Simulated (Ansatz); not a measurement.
**In: convergence with LAPW's basis error target**

How much do the results for In depend on LAPW's basis error target?

Method: DFT, PBE, all-electron LAPW, scalar-relativistic, in Ansatz 0.2.0.

### 1 Starting point

The structure is tetragonal, space group I4/mmm (No. 139). The conventional cell has a = 3.252 Å, b = 3.252 Å, c = 4.948 Å, α = 90.00°, β = 90.00°, γ = 90.00°. In (site symmetry 4/mmm) is surrounded by 12 In at 3.25 to 3.38 Å.

Structure file:

```cif
data_structure
_symmetry_space_group_name_H-M 'P 1'
_symmetry_Int_Tables_number 1
_cell_length_a 3.3777
_cell_length_b 3.3777
_cell_length_c 3.3777
_cell_angle_alpha 122.442
_cell_angle_beta 122.442
_cell_angle_gamma 85.820
_cell_volume 26.17
loop_
_atom_site_label
_atom_site_type_symbol
_atom_site_fract_x
_atom_site_fract_y
_atom_site_fract_z
_atom_site_occupancy
In1 In 0.00000 0.00000 0.00000 1
```

The cell comes from a crystallographic database entry that wasn't checked; take it as a given geometry, which may be far from equilibrium.

### 2 With basis error target 0.03 eV/atom

The input, input.yaml:

```yaml
crystal:
  lattice:
    - [-1.62615, 1.62615, 2.47395]
    - [1.62615, -1.62615, 2.47395]
    - [1.62615, 1.62615, -2.47395]
  atoms:
    - { symbol: In, position: [0.0, 0.0, 0.0] }
kpoints:
  mp_grid: { grid: [14, 14, 14] }
scf:
  occupations: { method: fermi_dirac, width: 0.05 }
hamiltonian:
  xc: pbe
  pseudopotentials: { kind: all_electron, lapw: { basis_error: 0.03 } }
output:
  forces: true
  stress: true
  eigenvalues: true
```

Started as:

```
> ansatz run input.yaml --threads 1 --pin off --max-ram 2048MiB --backend cpu --events-out ev --progress --plain --runs-dir out
```

### 3 With basis error target 0.01 eV/atom

input.yaml: that of step 2 with these lines changed.

```diff
@@ -13,3 +13,3 @@
   xc: pbe
-  pseudopotentials: { kind: all_electron, lapw: { basis_error: 0.03 } }
+  pseudopotentials: { kind: all_electron, lapw: { basis_error: 0.01 } }
 output:
```

### 4 With basis error target 0.003 eV/atom

input.yaml: that of step 3 with these lines changed.

```diff
@@ -13,3 +13,3 @@
   xc: pbe
-  pseudopotentials: { kind: all_electron, lapw: { basis_error: 0.01 } }
+  pseudopotentials: { kind: all_electron, lapw: { basis_error: 0.003 } }
 output:
```

### 5 With basis error target 0.0001 eV/atom

input.yaml: that of step 4 with these lines changed.

```diff
@@ -13,3 +13,3 @@
   xc: pbe
-  pseudopotentials: { kind: all_electron, lapw: { basis_error: 0.003 } }
+  pseudopotentials: { kind: all_electron, lapw: { basis_error: 0.0001 } }
 output:
```

(Steps that only read results are left out.)

Q: Predict the outcome of this session. Wanted: energy error of the loosest run; pressure, lowest to highest.

As calculated:

```
                              quantity                     value
energy error of the loosest run (LAPW)              6.5 meV/atom
                within 1 meV/atom from  basis error target 0.003
    pressure, lowest to highest (LAPW)          1.93 to 1.99 GPa
```

In words: The loosest usable run is off by 6.5 meV/atom from the tightest; from basis error target 0.003 on, all lie within 1 meV/atom of it. The energy falls at every step, as a growing basis should make it. The pressure spans 0.07 GPa (LAPW). The tightest run took 15 s against 5.5 s for the loosest.
